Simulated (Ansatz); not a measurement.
Abridged output of a molecular run in Ansatz:

```
Functional definition: HF
1432 factors; integrals over basis functions are off by at most 1.1e-3 eV
mean field evaluation 1: about -6251.4291 eV, gradient 4.2e1 eV
mean field evaluation 2: about -6251.6855 eV, gradient 4.2e1 eV
mean field evaluation 4: about -6255.7471 eV, gradient 5.9e0 eV
mean field evaluation 8: about -6255.8572 eV, gradient 4.8e-1 eV
mean field evaluation 16: about -6255.8591 eV, gradient 2.6e-6 eV
mean field -6255.85908520 eV, -229.8985810077 hartree, gradient 2.6e-6 eV, S^2 0.000000; 0 other end points of the search recorded, 0 dependent functions left out; unrestricted orbitals would lower it
5 core orbitals not correlated: weight in the atoms' cores, before any rotation towards them, 1.000 or more for the frozen orbitals, at most 0.000 for the correlated occupied ones
reference -6255.85908520 eV, -229.8985810077 hartree; 14, 14 occupied and 220, 220 virtual orbitals, 1432 factors
second order -23.90583999 eV of doubles, -0.00000000 eV of singles
cycle   1  -24.02165118 eV  change   -1.2e-1 eV  update   1.2e-1
cycle   2  -24.63665546 eV  change   -6.2e-1 eV  update   3.8e-2
cycle   3  -24.80727190 eV  change   -1.7e-1 eV  update   2.0e-2
cycle   4  -24.79842994 eV  change    8.8e-3 eV  update   5.4e-3
cycle   5  -24.79708882 eV  change    1.3e-3 eV  update   2.6e-3
cycle   6  -24.79852276 eV  change   -1.4e-3 eV  update   8.4e-4
cycle   7  -24.79830137 eV  change    2.2e-4 eV  update   3.8e-4
cycle   8  -24.79823333 eV  change    6.8e-5 eV  update   1.2e-4
cycle   9  -24.79827139 eV  change   -3.8e-5 eV  update   4.7e-5
cycle  10  -24.79828308 eV  change   -1.2e-5 eV  update   1.6e-5
perturbative correction -1.11228501 eV, -0.0408757204 hartree
Total energy: -6281.76965330 eV, -230.8507768224 hartree
```

Its atoms:

```xyz
11

C     1.4603    0.7787    0.1587
C     0.1852    1.1411    0.0728
C    -0.9540    0.2049   -0.0673
C    -0.6828   -1.2752   -0.1199
O    -2.0805    0.6435   -0.1375
H     2.2503    1.5138    0.2600
H     1.7647   -0.2618    0.1313
H    -0.1058    2.1867    0.1015
H    -0.1699   -1.6077    0.7861
H    -1.6284   -1.8042   -0.2172
H    -0.0391   -1.5199   -0.9686
```

Which basis set was used?
A. cc-pV(Q+d)Z
B. def2-QZVPP
C. def2-TZVPP
D. cc-pV(D+d)Z

C. It gives 239 functions.

Write the keys of the input that set method, charge and spin (a neutral closed shell needs none for the last two).


```yaml
correlation: {method: ccsd_t}
```
